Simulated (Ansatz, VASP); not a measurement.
One calculation of Bi, two programs

The input POSCAR:

```
Bi
1.0
    4.3438311344      0.0000000000      0.0000000000
   -2.1719155672      3.7618681121      0.0000000000
    0.0000000000      0.0000000000      4.2169526165
Bi
2
Direct
    0.3333333333      0.6666666667      0.2500000000
    0.6666666667      0.3333333333      0.7500000000
```

INCAR.step1

```
SYSTEM = Bi
PREC = Accurate
ENCUT = 520
ISMEAR = 0
SIGMA = 0.1
LREAL = .False.
LASPH = .True.
NELM = 100
NBANDS = 22
GGA = PE
ALGO = Normal
EDIFF = 1E-4
LWAVE = .True.
LCHARG = .False.
```

File INCAR.step2:

```
SYSTEM = Bi
PREC = Accurate
ENCUT = 520
EDIFF = 1E-6
ISMEAR = 0
SIGMA = 0.1
LREAL = .False.
LASPH = .True.
NELM = 100
ALGO = Normal
ISIF = 2
LWAVE = .False.
LCHARG = .False.
METAGGA = R2SCAN
LMIXTAU = .True.
NBANDS = 22
ISTART = 1
```

Contents of KPOINTS:

```
regular mesh
0
Gamma
  12 12 10
  0 0 0
```

Input for Ansatz:

```yaml
crystal:
  lattice:
    - [4.3438311344, 0.0, 0.0]
    - [-2.1719155672, 3.7618681121, 0.0]
    - [0.0, 0.0, 4.2169526165]
  atoms:
    - { symbol: Bi, position: [0.3333333333, 0.6666666667, 0.25] }
    - { symbol: Bi, position: [0.6666666667, 0.3333333333, 0.75] }
basis:
  ecutwfc: 500
kpoints:
  mp_grid: { grid: [12, 12, 10] }
  band_path:
    path:
      - [[0.0, 0.0, 0.0], [0.5, 0.0, 0.0], [0.33333333, 0.33333333, 0.0], [0.0, 0.0, 0.0], [0.0, 0.0, 0.5], [0.5, 0.0, 0.5], [0.33333333, 0.33333333, 0.5], [0.0, 0.0, 0.5]]
      - [[0.5, 0.0, 0.5], [0.5, 0.0, 0.0]]
      - [[0.33333333, 0.33333333, 0.5], [0.33333333, 0.33333333, 0.0]]
    npoints: 14
hamiltonian:
  xc: r2scan
scf:
  occupations: { method: gaussian, width: 0.1 }
  n_extra_bands: 6
output:
  forces: true
  stress: true
  eigenvalues: true
  populations: true
  dos: { projected: true, de: 0.02, nscf_kmesh: { grid: [18, 18, 15] } }
  bader: true
  write_density: true
  write_potential: true
  elf: true
  volumetric_format: npy
```

This isn't the form of Bi at room conditions, which is rhombohedral.

Alike in both runs: task single point; functional r2SCAN; k mesh 12 × 12 × 10; occupations gaussian, width 0.1 eV; no spin polarisation.

|  | VASP | Ansatz |
| --- | --- | --- |
| version | VASP 6.6.1 | Ansatz 0.2.0 |
| potentials or method | VASP PAW PBE potentials, release 64 (Bi_d) | scalar-relativistic, plane waves, PAW |
| plane-wave cutoff (eV) | 520 | 500 |
| valence electrons in the cell | 30 | 30 |

|  | VASP | Ansatz | Ansatz less VASP |
| --- | --- | --- | --- |
| gap on the k mesh at the Fermi level (eV) | none | none | - |
| pressure (GPa) | 0.0 | 0.0 | +0.04 |

A gap of «none» marks a metal or a gap that the smearing closes.

Caveats: the PAW data sets were made with another functional, which shifts forces and pressure a little (VASP); spin-orbit coupling is left out, which moves the levels of the heavy elements.
